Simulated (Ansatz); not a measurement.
In2O3, 10 atoms in the cell. It takes space group R-3c (No. 167, trigonal). The conventional cell has a = 5.487 Å, b = 5.487 Å, c = 14.510 Å, α = 90.00°, β = 90.00°, γ = 120.00°. In (site symmetry 3) has 6 O at 2.12 to 2.26 Å as nearest neighbours. O (site symmetry 2) has 4 In at 2.12 to 2.26 Å as nearest neighbours. 

| Item | Value |
| --- | --- |
| Program | Ansatz 0.2.0 |
| Task | single point |
| Functional | PBE |
| Potentials or basis | Ansatz PAW |
| Cutoff | 800 eV |
| Density cutoff | 3200 eV |
| k mesh | 6 × 6 × 6 |
| Occupations | fermi-dirac, width 0.05 eV |
| Spin | no spin polarisation |

Potentials or basis: Ansatz PAW.

The run is started by

```bash
$ ansatz run input.yaml --threads 4 --pin off --max-ram 11264MiB --backend cpu --events-out ev --progress --plain --runs-dir out
```

Hardware: 4 threads of Intel(R) Xeon(R) 6975P-C (Granite Rapids) (shared host).

How long does it take, and how much memory?

Run time: 5.3 s on 4 threads of Intel(R) Xeon(R) 6975P-C (Granite Rapids), with other jobs on the host, peak memory 1 GiB. Counts: scf iterations 7, plane waves 6533, k points 32, bands 54.
